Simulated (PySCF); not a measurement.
Compound: diethylzinc, C₄H₁₀Zn (singlet state).
Structure used (PBE0-D3(BJ)/def2-SVP), in Å, numbered top down from 1:
```xyz
15
C4H10Zn angstrom
C     -2.938   -0.297   -0.069
C     -1.829    0.677   -0.463
Zn    -0.001   -0.026   -0.363
C      1.829   -0.721   -0.250
C      2.934    0.332   -0.181
H     -2.826   -0.658    0.967
H     -2.954   -1.190   -0.715
H     -3.941    0.159   -0.137
H     -1.878    1.581    0.171
H     -1.995    1.041   -1.494
H      1.995   -1.386   -1.117
H      1.884   -1.384    0.633
H      3.939   -0.119   -0.101
H      2.949    0.976   -1.076
H      2.818    1.001    0.687
```

Computed, not measured: PySCF 2.14.0, PBE0-D3(BJ)/def2-SVP geometry optimisation, gas phase.

Q: Which atoms are bound to Zn3, and at what distances?

A: 2 atoms: C2 1.961 Å, C4 1.961 Å. The nearest atom not counted as bound is H10, at 2.53 Å (others tie with it).

Q: What is the shape at Zn3?

A: Linear: angle 179.6°.

Q: What are the other bond lengths?

A: C1–C2, C4–C5 1.528 Å; C1–H6 and 5 like bonds 1.103 Å; C2–H9 and 3 like bonds 1.105 Å.

Q: Give some angles away from the centre.

A: C1–C2–Zn3 115.8°.

Q: What are the rotational constants (commonest isotopes, rigid rotor)?

A: A = 15166, B = 1347, C = 1285 MHz: a near-prolate asymmetric top.

Point group: C2 (every atom within 0.08 Å of its image). Charge 0, singlet. No frequency check.

The run took 56 s of wall time on Arm Neoverse V1, one thread, on a shared host, and the process peaked at 0.51 GiB of memory. That covers the optimisation of the geometry.
